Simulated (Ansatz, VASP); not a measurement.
**ZrC: VASP beside Ansatz**

File INCAR:

```
SYSTEM = ZrC
ALGO     = Normal         ! electronic algorithm
EDIFF    = 1E-6           ! SCF threshold, eV
ENCUT    = 520            ! plane-wave cutoff, eV
GGA      = PE             ! functional
ISIF     = 2              ! what is computed and relaxed
ISMEAR   = -1             ! smearing method
LASPH    = .TRUE.         ! aspherical terms in the spheres
LCHARG   = .FALSE.        ! write CHGCAR
LREAL    = .FALSE.        ! projectors in reciprocal space
LWAVE    = .FALSE.        ! write WAVECAR
NBANDS   = 15             ! bands
NELM     = 80             ! most SCF steps
PREC     = Accurate       ! precision mode
SIGMA    = 0.05           ! smearing width, eV
```

Contents of KPOINTS:

```
k-points
0
G
  8 8 8
  0 0 0
```

The input POSCAR:

```
ZrC
1.0
    0.0000000000      2.4264558683      2.4264558683
    2.4264558683      0.0000000000      2.4264558683
    2.4264558683      2.4264558683      0.0000000000
Zr C
1 1
Direct
    0.5000000000      0.5000000000      0.5000000000
    0.0000000000      0.0000000000      0.0000000000
```

Input for Ansatz:

```yaml
crystal:
  lattice:
    - [0.0, 2.426455868334233, 2.426455868334233]
    - [2.426455868334233, 0.0, 2.426455868334233]
    - [2.426455868334233, 2.426455868334233, 0.0]
  atoms:
    - { symbol: Zr, position: [0.5, 0.5, 0.5] }
    - { symbol: C, position: [0.0, 0.0, 0.0] }
basis:
  ecutwfc: 489.804952427784
kpoints:
  mp_grid:
    grid: [8, 8, 8]
hamiltonian:
  xc: pbe
scf:
  occupations:
    method: fermi_dirac
    width: 0.05
output:
  stress: true
```

Alike in both runs: task single point; functional PBE; k mesh 8 × 8 × 8; occupations fermi-dirac, width 0.05 eV; no spin polarisation.

```csv
,VASP,Ansatz
version,VASP 6.6.1,Ansatz 0.2.0
potentials or method,"VASP PAW PBE potentials, release 64 (Zr_sv, C)","plane waves, PAW"
plane-wave cutoff (eV),520,490
valence electrons in the cell,16,16
```

|  | VASP | Ansatz | Ansatz less VASP |
| --- | --- | --- | --- |
| pressure (GPa) | -16.5 | -16.7 | -0.18 |

The functional is the same, so the differences come from potentials, cutoffs and numerics.

Caveats: so large a pressure means that the cell lies far from this level's equilibrium, or that cutoff or potentials fall short (VASP).
